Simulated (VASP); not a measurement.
The system is InPd.

```
CELL_PARAMETERS angstrom
0.00000 2.74607 2.74607
2.74607 0.00000 2.74607
2.74607 2.74607 0.00000
ATOMIC_POSITIONS crystal
In 0.00000 0.00000 0.00000
Pd 0.50000 0.50000 0.50000
```

The cell was built by a generator and needn't be a form met in nature.

```yaml
Program: VASP 6.6.1
Task: relaxation of cell and atoms
Functional: r2SCAN
Dispersion: D3(BJ)
Potentials_or_basis: VASP PAW PBE potentials, release 64 (In_d, Pd)
Cutoff: 600 eV
k_mesh: 8 × 8 × 8
Occupations: fermi-dirac, width 0.05 eV
Spin: no spin polarisation
```

At the start: pressure -4.3 GPa; volume 20.71 Å³/atom.

Q: Where does the relaxation end?

A: Over 3 steps the energy falls by 12.7 meV/atom and the volume is 19.79 Å³/atom (-4.4 %); space group Fm-3m (No. 225, to 0.05 Å).

Step by step:
```
step  energy change (eV)  largest force (eV/Å)  pressure (GPa)  volume (Å³)
   1              0.0000                0.0000           -4.29        41.42
   2             -0.0083                0.0000            4.10        38.18
   3             -0.0254                0.0000           -0.03        39.59
```

Final structure:
```xyz
2
Lattice="0.0000 2.7051 2.7051 2.7051 0.0000 2.7051 2.7051 2.7051 0.0000" Properties=species:S:1:pos:R:3 pbc="T T T"
In    0.0000    0.0000    0.0000
Pd    2.7051    2.7051    2.7051
```

Caveat: the PAW data sets were made with another functional, which shifts forces and pressure a little; pairwise dispersion overbinds metals, which lowers pressure and volume.
